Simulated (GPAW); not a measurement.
# TiAl3 (Pmm2) in GPAW: a series of runs

One crystal, TiAl3, is run at these levels: PBEsol, PBEsol+D3; tasks: relaxation of cell and atoms.

All numbers are computed with GPAW 26.7.0; they aren't measurements. Logs are shortened: lines on timing, memory, paths and dates and some standing lists are left out, and cuts for length are marked. The log counts tension as positive stress, the text compression.

### 1 The crystal as given

Symmetry: Pmm2, No. 25, orthorhombic system. Conventional cell: a = 2.840 Å, b = 4.681 Å, c = 4.901 Å, α = 90.00°, β = 90.00°, γ = 90.00°. Ti (site symmetry mm2) has 10 Al at 2.83 to 2.85 Å and 2 Ti at 2.84 Å as nearest neighbours. Al (site symmetry mm2) has 10 Al at 2.81 to 2.86 Å and 2 Ti at 2.85 Å as nearest neighbours. Around Al (site symmetry mm2) lie 8 Al at 2.81 to 2.86 Å and 4 Ti at 2.85 Å. Al (site symmetry mm2) has 4 Ti at 2.83 to 2.84 Å and 8 Al at 2.84 to 2.86 Å as nearest neighbours.

The cell comes from a database or a generator and needn't be the stable form of this composition.

### 2 Relaxation of cell and atoms, PBEsol

Contents of run.py:

```python
from ase import Atoms
from ase.filters import FrechetCellFilter
from ase.io import write
from ase.optimize import BFGS
from gpaw import GPAW, PW, setup_paths

setup_paths.insert(0, '.')

atoms = Atoms(['Ti', 'Al', 'Al', 'Al'],
              cell=[[2.839677, 0.0, 0.0],
                    [0.0, 4.681264, 0.0],
                    [0.0, 0.0, 4.900742]],
              scaled_positions=[[0.0, 0.5, 0.165916],
                                [0.0, 0.0, 0.8359],
                                [0.5, 0.0, 0.330912],
                                [0.5, 0.5, 0.667271]],
              pbc=True)

calc = GPAW(mode=PW(600),
            xc='PBEsol',
            kpts={'size': (7, 4, 4), 'gamma': True},
            occupations={'name': 'fermi-dirac', 'width': 0.05},
            nbands=23,
            convergence={'density': 1e-05, 'forces': 0.0001},
            maxiter=150,
            txt='gpaw.txt')
atoms.calc = calc
opt = BFGS(FrechetCellFilter(atoms), trajectory='relax.traj', logfile='-')
done = opt.run(fmax=0.02, steps=60)
calc.write('gs.gpw')
write('result.traj', atoms)
print('Converged:', done)
print('Cell:', atoms.cell.cellpar().round(4))
print('Volume:', round(atoms.get_volume(), 4))
print(atoms.get_scaled_positions().round(5))
```

Potentials or basis: PAW data sets generated in the run's folder for this functional, pw.

Run with:

```bash
$ gpaw-setup -f PBEsol Al Ti
$ OMP_NUM_THREADS=1 python run.py
```

gpaw.txt:

```text
__  _  _
 | _ |_)|_||  |
 |__||  | ||/\| - 26.7.0

Input parameters:
  mode=PW(ecut=600.0),
  convergence={'density': 1e-05, 'forces': 0.0001},
  kpts=MonkhorstPack(size=(7, 4, 4), gamma=True),
  maxiter=150,
  nbands=23,
  occupations=Occupations(name='fermi-dirac', width=0.05),
  xc=XC(name='PBEsol')

Diagonalizing LCAO Hamiltonian
Converting LCAO to pw mode
    .------.
   /|      |
  / |      |
 *  | Al   |
 Al |      |
 |  |      |
 |  .------.
 | TiAl   /
 |/      /
 *------*

Atoms  # Å, Bohr magnetons
|   | symbol |        x |        y |        z |    initial magnetic moments |
|---|--------|----------|----------|----------|-----------------------------|
| 0 |     Ti | 0.000000 | 2.340632 | 0.813112 | ( 0.0000,  0.0000,  0.0000) |
| 1 |     Al | 0.000000 | 0.000000 | 4.096530 | ( 0.0000,  0.0000,  0.0000) |
| 2 |     Al | 1.419839 | 0.000000 | 1.621714 | ( 0.0000,  0.0000,  0.0000) |
| 3 |     Al | 1.419839 | 2.340632 | 3.270123 | ( 0.0000,  0.0000,  0.0000) |

Unit cell  # Å
| periodic |        x |        y |        z |  lengths |    angles |
|----------|----------|----------|----------|----------|-----------|
|      yes | 2.839677 | 0.000000 | 0.000000 | 2.839677 | 90.000000 |
|      yes | 0.000000 | 4.681264 | 0.000000 | 4.681264 | 90.000000 |
|      yes | 0.000000 | 0.000000 | 4.900742 | 4.900742 | 90.000000 |

Number of symmetries: 4
Symmetry operations  # r_c * U_cc + t_c -> r_c
|   | kind |            matrix            |
|---|------|------------------------------|
| 0 |  E   |  1, 0, 0,  0, 1, 0,  0, 0, 1 |
| 1 |  σ   |  1, 0, 0,  0,-1, 0,  0, 0, 1 |
| 2 |  σ   | -1, 0, 0,  0, 1, 0,  0, 0, 1 |
| 3 |  C2  | -1, 0, 0,  0,-1, 0,  0, 0, 1 |
[... 193 lines left out ...]
No gap
No difference between direct/indirect transitions

Stress tensor  # eV/Ang^3
|        x |        y |        z |
|----------|----------|----------|
| 0.005890 | 0.000000 | 0.000000 |
| 0.000000 | 0.025039 | 0.000000 |
| 0.000000 | 0.000000 | 0.014709 |

Forces  # eV/Ang
|       x |       y |        z |
|---------|---------|----------|
| 0.00000 | 0.00000 | -0.05289 |  # Ti   0
| 0.00000 | 0.00000 |  0.06936 |  # Al   1
| 0.00000 | 0.00000 | -0.05717 |  # Al   2
| 0.00000 | 0.00000 |  0.04069 |  # Al   3

Interpolating wave functions to new cell
    .------.
   /|      |
  / |      |
 *  | Al   |
 Al |      |
 |  |      |
 |  .------.
 | TiAl   /
 |/      /
 *------*

Atoms  # Å, Bohr magnetons
|   | symbol |        x |        y |        z |    initial magnetic moments |
|---|--------|----------|----------|----------|-----------------------------|
| 0 |     Ti | 0.000000 | 2.337226 | 0.811661 | ( 0.0000,  0.0000,  0.0000) |
| 1 |     Al | 0.000000 | 0.000000 | 4.094017 | ( 0.0000,  0.0000,  0.0000) |
| 2 |     Al | 1.419352 | 0.000000 | 1.619511 | ( 0.0000,  0.0000,  0.0000) |
| 3 |     Al | 1.419352 | 2.337226 | 3.267907 | ( 0.0000,  0.0000,  0.0000) |

Unit cell  # Å
| periodic |        x |        y |        z |  lengths |    angles |
|----------|----------|----------|----------|----------|-----------|
|      yes | 2.838704 | 0.000000 | 0.000000 | 2.838704 | 90.000000 |
|      yes | 0.000000 | 4.674451 | 0.000000 | 4.674451 | 90.000000 |
|      yes | 0.000000 | 0.000000 | 4.896551 | 4.896551 | 90.000000 |

Number of symmetries: 4
Symmetry operations  # r_c * U_cc + t_c -> r_c
|   | kind |            matrix            |
|---|------|------------------------------|
| 0 |  E   |  1, 0, 0,  0, 1, 0,  0, 0, 1 |
| 1 |  σ   |  1, 0, 0,  0,-1, 0,  0, 0, 1 |
| 2 |  σ   | -1, 0, 0,  0, 1, 0,  0, 0, 1 |
| 3 |  C2  | -1, 0, 0,  0,-1, 0,  0, 0, 1 |
[... 190 lines left out ...]
No gap
No difference between direct/indirect transitions

Stress tensor  # eV/Ang^3
|        x |        y |        z |
|----------|----------|----------|
| 0.004642 | 0.000000 | 0.000000 |
| 0.000000 | 0.023153 | 0.000000 |
| 0.000000 | 0.000000 | 0.013101 |

Forces  # eV/Ang
|       x |       y |        z |
|---------|---------|----------|
| 0.00000 | 0.00000 | -0.04354 |  # Ti   0
| 0.00000 | 0.00000 |  0.05787 |  # Al   1
[... 23 lines left out ...]

Number of symmetries: 4
Symmetry operations  # r_c * U_cc + t_c -> r_c
|   | kind |            matrix            |
|---|------|------------------------------|
| 0 |  E   |  1, 0, 0,  0, 1, 0,  0, 0, 1 |
| 1 |  σ   |  1, 0, 0,  0,-1, 0,  0, 0, 1 |
| 2 |  σ   | -1, 0, 0,  0, 1, 0,  0, 0, 1 |
| 3 |  C2  | -1, 0, 0,  0,-1, 0,  0, 0, 1 |
[... 453 lines left out ...]
Atoms  # Å, Bohr magnetons
|   | symbol |         x |         y |        z |    initial magnetic moments |
|---|--------|-----------|-----------|----------|-----------------------------|
| 0 |     Ti |  0.000000 |  2.302436 | 0.804442 | ( 0.0000,  0.0000,  0.0000) |
| 1 |     Al | -0.000000 | -0.000000 | 4.070108 | ( 0.0000,  0.0000,  0.0000) |
| 2 |     Al |  1.419271 | -0.000000 | 1.604927 | ( 0.0000,  0.0000,  0.0000) |
| 3 |     Al |  1.419271 |  2.302436 | 3.249461 | ( 0.0000,  0.0000,  0.0000) |

Unit cell  # Å
| periodic |         x |         y |         z |  lengths |    angles |
|----------|-----------|-----------|-----------|----------|-----------|
|      yes |  2.838541 |  0.000000 | -0.000000 | 2.838541 | 90.000000 |
|      yes | -0.000000 |  4.604873 |  0.000000 | 4.604873 | 90.000000 |
|      yes |  0.000000 | -0.000000 |  4.864474 | 4.864474 | 90.000000 |

Number of symmetries: 4
Symmetry operations  # r_c * U_cc + t_c -> r_c
|   | kind |            matrix            |
|---|------|------------------------------|
| 0 |  E   |  1, 0, 0,  0, 1, 0,  0, 0, 1 |
| 1 |  σ   |  1, 0, 0,  0,-1, 0,  0, 0, 1 |
| 2 |  σ   | -1, 0, 0,  0, 1, 0,  0, 0, 1 |
| 3 |  C2  | -1, 0, 0,  0,-1, 0,  0, 0, 1 |
[... 215 lines left out ...]
Atoms  # Å, Bohr magnetons
|   | symbol |        x |        y |        z |    initial magnetic moments |
|---|--------|----------|----------|----------|-----------------------------|
| 0 |     Ti | 0.000000 | 2.297958 | 0.806512 | ( 0.0000,  0.0000,  0.0000) |
| 1 |     Al | 0.000000 | 0.000000 | 4.068117 | ( 0.0000,  0.0000,  0.0000) |
| 2 |     Al | 1.421469 | 0.000000 | 1.606086 | ( 0.0000,  0.0000,  0.0000) |
| 3 |     Al | 1.421469 | 2.297958 | 3.249521 | ( 0.0000,  0.0000,  0.0000) |

Unit cell  # Å
| periodic |         x |        y |        z |  lengths |    angles |
|----------|-----------|----------|----------|----------|-----------|
|      yes |  2.842938 | 0.000000 | 0.000000 | 2.842938 | 90.000000 |
|      yes | -0.000000 | 4.595917 | 0.000000 | 4.595917 | 90.000000 |
|      yes |  0.000000 | 0.000000 | 4.865124 | 4.865124 | 90.000000 |

Number of symmetries: 4
Symmetry operations  # r_c * U_cc + t_c -> r_c
|   | kind |            matrix            |
|---|------|------------------------------|
| 0 |  E   |  1, 0, 0,  0, 1, 0,  0, 0, 1 |
| 1 |  σ   |  1, 0, 0,  0,-1, 0,  0, 0, 1 |
| 2 |  σ   | -1, 0, 0,  0, 1, 0,  0, 0, 1 |
| 3 |  C2  | -1, 0, 0,  0,-1, 0,  0, 0, 1 |
[... 134 lines left out ...]
SCF iterations
|iter     | |      energy | eigst |  dens |force |
|---------|-|-------------|-------|-------|------|
|iter:   1| |  -20.414542 | -2.13 |       |      |
|iter:   2| |  -20.413912 | -4.66 | -2.35 |      |
|iter:   3| |  -20.412689c| -4.03 | -2.44 |      |
|iter:   4| |  -20.412579c| -5.36 | -2.87 |      |
|iter:   5| |  -20.412568c| -6.34 | -3.15 |      |
|iter:   6| |  -20.412560c| -6.49 | -3.39 |      |
|iter:   7| |  -20.412560c| -7.83c| -4.10 |      |
|iter:   8| |  -20.412560c| -8.18c| -4.66 |      |
|iter:   9| |  -20.412560c| -8.76c| -5.15c|      |
|iter:  10| |  -20.412560c| -9.63c| -5.69c|-3.72 |
|iter:  11| |  -20.412560c|-10.11c| -6.29c|-4.55c|

Converged in 11 steps
Energy contributions relative to reference atoms: (reference = -42968.130828)

Energy contributions:
  Kinetic:          23.183638
  Coulomb:         -16.032447
  Zero:             -0.037462
  External:          0.000000
  Xc:              -27.518352
  Entropy:          -0.015874
  Spinorbit:         0.000000
  ----------------------------
  Free energy:     -20.420497
  Extrapolated:    -20.412560
[... 28 lines left out ...]
No gap
No difference between direct/indirect transitions

Stress tensor  # eV/Ang^3
|         x |        y |        z |
|-----------|----------|----------|
| -0.001680 | 0.000000 | 0.000000 |
|  0.000000 | 0.001881 | 0.000000 |
|  0.000000 | 0.000000 | 0.000159 |

Forces  # eV/Ang
|       x |       y |        z |
|---------|---------|----------|
| 0.00000 | 0.00000 | -0.02312 |  # Ti   0
| 0.00000 | 0.00000 |  0.01726 |  # Al   1
| 0.00000 | 0.00000 | -0.03590 |  # Al   2
| 0.00000 | 0.00000 |  0.04173 |  # Al   3
[... 7 lines left out ...]
Atoms  # Å, Bohr magnetons
|   | symbol |         x |         y |        z |    initial magnetic moments |
|---|--------|-----------|-----------|----------|-----------------------------|
| 0 |     Ti | -0.000000 |  2.294260 | 0.806783 | ( 0.0000,  0.0000,  0.0000) |
| 1 |     Al |  0.000000 | -0.000000 | 4.066526 | ( 0.0000,  0.0000,  0.0000) |
| 2 |     Al |  1.422648 | -0.000000 | 1.605416 | ( 0.0000,  0.0000,  0.0000) |
| 3 |     Al |  1.422648 |  2.294260 | 3.249531 | ( 0.0000,  0.0000,  0.0000) |

Unit cell  # Å
| periodic |         x |         y |         z |  lengths |    angles |
|----------|-----------|-----------|-----------|----------|-----------|
|      yes |  2.845295 | -0.000000 |  0.000000 | 2.845295 | 90.000000 |
|      yes | -0.000000 |  4.588520 | -0.000000 | 4.588520 | 90.000000 |
|      yes |  0.000000 | -0.000000 |  4.864135 | 4.864135 | 90.000000 |

Number of symmetries: 4
Symmetry operations  # r_c * U_cc + t_c -> r_c
|   | kind |            matrix            |
|---|------|------------------------------|
| 0 |  E   |  1, 0, 0,  0, 1, 0,  0, 0, 1 |
| 1 |  σ   |  1, 0, 0,  0,-1, 0,  0, 0, 1 |
| 2 |  σ   | -1, 0, 0,  0, 1, 0,  0, 0, 1 |
| 3 |  C2  | -1, 0, 0,  0,-1, 0,  0, 0, 1 |
[... 211 lines left out ...]
         TAl

Atoms  # Å, Bohr magnetons
|   | symbol |         x |        y |        z |    initial magnetic moments |
|---|--------|-----------|----------|----------|-----------------------------|
| 0 |     Ti | -0.000000 | 2.292548 | 0.806380 | ( 0.0000,  0.0000,  0.0000) |
| 1 |     Al |  0.000000 | 0.000000 | 4.066160 | ( 0.0000,  0.0000,  0.0000) |
| 2 |     Al |  1.423219 | 0.000000 | 1.604353 | ( 0.0000,  0.0000,  0.0000) |
| 3 |     Al |  1.423219 | 2.292548 | 3.250261 | ( 0.0000,  0.0000,  0.0000) |

Unit cell  # Å
| periodic |         x |        y |         z |  lengths |    angles |
|----------|-----------|----------|-----------|----------|-----------|
|      yes |  2.846437 | 0.000000 | -0.000000 | 2.846437 | 90.000000 |
|      yes | -0.000000 | 4.585095 |  0.000000 | 4.585095 | 90.000000 |
|      yes |  0.000000 | 0.000000 |  4.863584 | 4.863584 | 90.000000 |
[... 198 lines left out ...]
No gap
No difference between direct/indirect transitions

Stress tensor  # eV/Ang^3
|         x |         y |         z |
|-----------|-----------|-----------|
| -0.001151 |  0.000000 |  0.000000 |
|  0.000000 | -0.000691 |  0.000000 |
|  0.000000 |  0.000000 | -0.000626 |

Forces  # eV/Ang
|       x |        y |        z |
|---------|----------|----------|
| 0.00000 | -0.00000 | -0.01613 |  # Ti   0
| 0.00000 |  0.00000 |  0.01179 |  # Al   1
| 0.00000 | -0.00000 | -0.03084 |  # Al   2
| 0.00000 |  0.00000 |  0.03513 |  # Al   3
[... 5 lines left out ...]
         TAl

Atoms  # Å, Bohr magnetons
|   | symbol |         x |        y |        z |    initial magnetic moments |
|---|--------|-----------|----------|----------|-----------------------------|
| 0 |     Ti | -0.000000 | 2.291381 | 0.805714 | ( 0.0000,  0.0000,  0.0000) |
| 1 |     Al |  0.000000 | 0.000000 | 4.066625 | ( 0.0000,  0.0000,  0.0000) |
| 2 |     Al |  1.423971 | 0.000000 | 1.602784 | ( 0.0000,  0.0000,  0.0000) |
| 3 |     Al |  1.423971 | 2.291381 | 3.252308 | ( 0.0000,  0.0000,  0.0000) |

Unit cell  # Å
| periodic |         x |        y |         z |  lengths |    angles |
|----------|-----------|----------|-----------|----------|-----------|
|      yes |  2.847941 | 0.000000 | -0.000000 | 2.847941 | 90.000000 |
|      yes | -0.000000 | 4.582763 |  0.000000 | 4.582763 | 90.000000 |
|      yes |  0.000000 | 0.000000 |  4.863723 | 4.863723 | 90.000000 |
[... 199 lines left out ...]
No gap
No difference between direct/indirect transitions

Stress tensor  # eV/Ang^3
|         x |         y |         z |
|-----------|-----------|-----------|
| -0.000767 |  0.000000 | -0.000000 |
|  0.000000 | -0.001114 |  0.000000 |
| -0.000000 |  0.000000 | -0.000594 |

Forces  # eV/Ang
|       x |        y |        z |
|---------|----------|----------|
| 0.00000 | -0.00000 | -0.00212 |  # Ti   0
| 0.00000 |  0.00000 |  0.00097 |  # Al   1
| 0.00000 | -0.00000 | -0.01794 |  # Al   2
| 0.00000 |  0.00000 |  0.01906 |  # Al   3

# Writing to gs.gpw (mode='')
```

It took 4.5 min on 1 thread of Arm Neoverse V1, shared host; peak memory 0.32 GiB.

Results:

| Item | Value |
| --- | --- |
| Free energy | -20.4207 eV |
| Relaxed volume | 15.87 Å³/atom |
| Relaxed cell | a = 2.848 Å, b = 4.583 Å, c = 4.864 Å, α = 90.00°, β = 90.00°, γ = 90.00° |
| Space group after relaxing (to 0.05 Å) | Pmm2 (No. 25) |
| Energy gained by relaxing | 4.7 meV/atom |
| Ionic steps | 9 |
| Pressure after relaxing | 0.1 GPa |
| Largest force after relaxing | 0.019 eV/Å |
| Band gap on the k mesh | none (metal or under the smearing width) |

Forces on the atoms (eV/Å):
```
Ti   0.000  0.000 -0.002
Al   0.000  0.000  0.001
Al   0.000  0.000 -0.018
Al   0.000  0.000  0.019
```

The path:
| step | energy change (eV) | largest force (eV/Å) | pressure (GPa) | volume (Å³) |
| --- | --- | --- | --- | --- |
| 1 | 0.0000 | 0.0694 | -2.44 | 65.15 |
| 2 | -0.0032 | 0.0579 | -2.18 | 64.97 |
| 3 | -0.0162 | 0.0604 | 0.39 | 63.35 |
| 4 | -0.0166 | 0.0484 | 0.26 | 63.43 |
| 5 | -0.0180 | 0.0232 | -0.03 | 63.58 |
| 6 | -0.0185 | 0.0417 | -0.02 | 63.57 |
| 7 | -0.0185 | 0.0430 | 0.08 | 63.50 |
| 8 | -0.0186 | 0.0351 | 0.13 | 63.48 |
| 9 | -0.0187 | 0.0191 | 0.13 | 63.48 |

Final structure:
```yaml
crystal:
  lattice:
    - [2.84794, 0.00000, 0.00000]
    - [0.00000, 4.58276, 0.00000]
    - [0.00000, 0.00000, 4.86372]
  atoms:
    - { symbol: Ti, position: [0.00000, 0.50000, 0.16566] }
    - { symbol: Al, position: [0.00000, 0.00000, 0.83611] }
    - { symbol: Al, position: [0.50000, 0.00000, 0.32954] }
    - { symbol: Al, position: [0.50000, 0.50000, 0.66869] }
```

Caveat: later steps reuse the first step's grids.

### 3 Relaxation of cell and atoms, PBEsol+D3

run.py, as its differences from that of step 2:

```diff
@@ -1,2 +1,3 @@
 from ase import Atoms
+from ase.calculators.mixing import SumCalculator
 from ase.filters import FrechetCellFilter
@@ -4,2 +5,3 @@
 from ase.optimize import BFGS
+from dftd3.ase import DFTD3
 from gpaw import GPAW, PW, setup_paths
@@ -26,3 +28,3 @@
             txt='gpaw.txt')
-atoms.calc = calc
+atoms.calc = SumCalculator([calc, DFTD3(method='pbesol', damping='d3zero')])
 opt = BFGS(FrechetCellFilter(atoms), trajectory='relax.traj', logfile='-')
```

Potentials or basis: PAW data sets generated in the run's folder for this functional, pw.

Run with:

```bash
$ gpaw-setup -f PBEsol Al Ti
$ OMP_NUM_THREADS=1 python run.py
```

Wall time 4.7 min (1 thread of Arm Neoverse V1, shared host); peak memory 0.36 GiB.

It converged, with:

- Free energy: -21.2946 eV
- Relaxed volume: 15.47 Å³/atom
- Relaxed cell: a = 2.822 Å, b = 4.548 Å, c = 4.823 Å, α = 90.00°, β = 90.00°, γ = 90.00°
- Space group after relaxing (to 0.05 Å): Pmm2 (No. 25)
- Energy gained by relaxing: 13.6 meV/atom
- Ionic steps: 10
- Pressure after relaxing: 0.1 GPa
- Largest force after relaxing: 0.016 eV/Å
- Band gap on the k mesh: none (metal or under the smearing width)
- Dispersion energy per atom: -0.223 eV

Forces on the atoms (eV/Å):
```
Ti   0.000  0.000 -0.002
Al   0.000  0.000  0.003
Al   0.000  0.000 -0.016
Al   0.000  0.000  0.015
```

The path:
| step | energy change (eV) | largest force (eV/Å) | pressure (GPa) | volume (Å³) |
| --- | --- | --- | --- | --- |
| 1 | 0.0000 | 0.0524 | -4.96 | 65.15 |
| 2 | -0.0106 | 0.0421 | -4.47 | 64.80 |
| 3 | -0.0514 | 0.0653 | 0.46 | 61.74 |
| 4 | -0.0522 | 0.0494 | 0.12 | 61.92 |
| 5 | -0.0529 | 0.0287 | -0.07 | 62.02 |
| 6 | -0.0538 | 0.0341 | -0.18 | 62.07 |
| 7 | -0.0540 | 0.0488 | -0.07 | 62.01 |
| 8 | -0.0541 | 0.0464 | 0.07 | 61.93 |
| 9 | -0.0542 | 0.0342 | 0.14 | 61.89 |
| 10 | -0.0543 | 0.0160 | 0.14 | 61.89 |

Final structure:
```xyz
4
Lattice="2.8217 0.0000 0.0000 0.0000 4.5475 0.0000 0.0000 0.0000 4.8235" Properties=species:S:1:pos:R:3 pbc="T T T"
Ti    0.0000    2.2738    0.8002
Al    0.0000    0.0000    4.0297
Al    1.4108    0.0000    1.5920
Al    1.4108    2.2738    3.2250
```

Levels at points of the mesh, in eV from the Fermi level:
```csv
k point,band 9,band 10,band 11,band 12,band 13,band 14
"(0.00, 0.00, 0.00)",-2.57,-0.83,-0.36,2.38,2.44,3.00
"(0.00, 0.00, 0.50)",-1.94,-0.94,-0.30,2.25,2.38,2.45
"(0.00, 0.50, 0.00)",-2.04,-1.50,-0.08,2.24,2.39,2.91
"(0.00, 0.50, 0.50)",-0.17,0.03,0.78,2.28,2.29,3.88
```

Caveat: later steps reuse the first step's grids; pairwise dispersion overbinds metals, which lowers pressure and volume.
